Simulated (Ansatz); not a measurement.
# AgCl (Chlorargyrite): band structure with LDA

**Measured values to compare with.**

A printed reference work, data compilation reports, for a bulk crystal of AgCl: band gap 3.249 eV (indirect).

The system is AgCl (Chlorargyrite).

```
Ag Cl
1.0
     0.00000    2.73500    2.73500
     2.73500    0.00000    2.73500
     2.73500    2.73500    0.00000
Ag Cl
1 1
Direct
  0.00000 0.00000 0.00000
  0.50000 0.50000 0.50000
```

```
Program             : Ansatz 0.2.0
Task                : band structure
Functional          : LDA
Potentials or basis : all-electron LAPW, scalar-relativistic
Cutoff              : 217 eV (chosen from the basis error)
Basis error allowed : 0.001 eV/atom
k mesh              : 8 × 8 × 8
Occupations         : fermi-dirac, width 0.05 eV
Spin                : no spin polarisation
```

The pressure is -3.8 GPa. The band gap on the k mesh is 0.61 eV, indirect (least direct gap 3.09 eV) and the band gap along the path is 0.61 eV, indirect (least direct gap 2.90 eV).

Levels at the corners of the path, in eV from the valence-band top:
| point | band 15 | band 16 | band 17 | band 18 | band 19 | band 20 |
| --- | --- | --- | --- | --- | --- | --- |
| Γ | -2.48 | -2.48 | -2.48 | 0.61 | 10.54 | 10.54 |
| X | -2.14 | -2.14 | -2.03 | 2.01 | 7.73 | 8.52 |
| W | -2.14 | -2.13 | -1.35 | 4.02 | 7.65 | 7.65 |
| K | -2.01 | -1.82 | -1.16 | 3.33 | 7.01 | 7.94 |
| Γ | -2.48 | -2.48 | -2.48 | 0.61 | 10.54 | 10.54 |
| L | -1.93 | 0.00 | 0.00 | 3.84 | 6.54 | 7.29 |
| U | -2.01 | -1.82 | -1.16 | 3.33 | 7.01 | 7.94 |
| W | -2.14 | -2.13 | -1.35 | 4.02 | 7.65 | 7.65 |

It took 7.2 s on 1 thread of Arm Neoverse V2, on a shared host, peak memory 0.27 GiB.

Measured gap of AgCl: 3.249 eV (indirect; a printed reference work, data compilation). This calculation gives 0.61 eV (-2.64 eV). So large a miss can be the level of theory's own, or it may mean another phase, state or a wrong row. Spin-orbit coupling on Ag is left out. The value is that of LDA, without temperature or zero-point motion. Semilocal functionals fall short of measured gaps as a rule.
